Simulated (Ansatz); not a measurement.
# K: the cost of one run

Program: Ansatz 0.2.0. Level of theory: DFT PBE, scalar-relativistic, plane waves, PAW. These are calculated values, not measurements.

6 further runs of the same task are left out: 6 set aside as unsound or not needed.

## (1) The structure to begin with

The structure is hexagonal, space group P6/mmm (No. 191). Conventional cell: a = 4.581 Å, b = 4.581 Å, c = 4.280 Å, α = 90.00°, β = 90.00°, γ = 120.00°. K (site symmetry 6/mmm) is surrounded by 2 K at 4.28 Å.

Structure file:

```xyz
1
Lattice="4.5808 0.0000 0.0000 -2.2904 3.9671 0.0000 0.0000 0.0000 4.2802" Properties=species:S:1:pos:R:3 pbc="T T T"
K     0.0000    0.0000    0.0000
```

This is candidate A: simple hexagonal type (P6/mmm, No. 191).

(A quick probe on a coarse mesh, which set the mesh and smearing, is not shown.)

## (3) Relaxing cell and atoms (candidate A)

Contents of input.yaml:

```yaml
crystal:
  lattice:
    - [4.5808185515, 0.0, 0.0]
    - [-2.2904092758, 3.9671052357, 0.0]
    - [0.0, 0.0, 4.2802023341]
  atoms:
    - { symbol: K, position: [0.0, 0.0, 0.0] }
basis:
  ecutwfc: 420
kpoints:
  mp_grid: { grid: [15, 15, 14] }
hamiltonian:
  xc: pbe
scf:
  occupations: { method: gaussian, width: 0.1 }
output:
  forces: true
  stress: true
  eigenvalues: true
relax:
  adjacent_minimum: "off"
  f_tol: 0.01
  max_steps: 80
  cell: { stress_tol: 0.05 }
```

What time and memory should one allow on 1 thread of an x86-64 CPU, shared host?

About 20 s, with a peak of 0.6 GiB.
